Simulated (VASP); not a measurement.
Here is a VASP 6.6.1 calculation.

Contents of INCAR:

```
SYSTEM = InPd
ALGO = Normal
EDIFF = 1E-7
ENCUT = 520
GGA = PE
ISIF = 2
ISMEAR = 0
LASPH = .True.
LCHARG = .False.
LREAL = .False.
LWAVE = .False.
NBANDS = 18
NELM = 100
PREC = Accurate
SIGMA = 0.012
```

Contents of KPOINTS:

```
k-points
0
Gamma
  8 8 8
  0 0 0
```

Contents of POSCAR:

```
InPd
1.0
    3.2718847800      0.0000000000      0.0000000000
    0.0000000000      3.2718847800      0.0000000000
    0.0000000000      0.0000000000      3.2718847800
In Pd
1 1
Direct
    0.0000000000      0.0000000000      0.0000000000
    0.5000000000      0.5000000000      0.5000000000
```

Potentials or basis: VASP PAW PBE potentials, release 64 (In_d, Pd).

Command:

```console
$ cat potpaw_PBE.64/In_d/POTCAR potpaw_PBE.64/Pd/POTCAR > POTCAR
$ mpirun -np 1 vasp_std > vasp.out
```

Q: Estimate the pressure.

A: 3.8 GPa.

Q: Predict the band gap on the k mesh.

A: None (metal or under the smearing width).
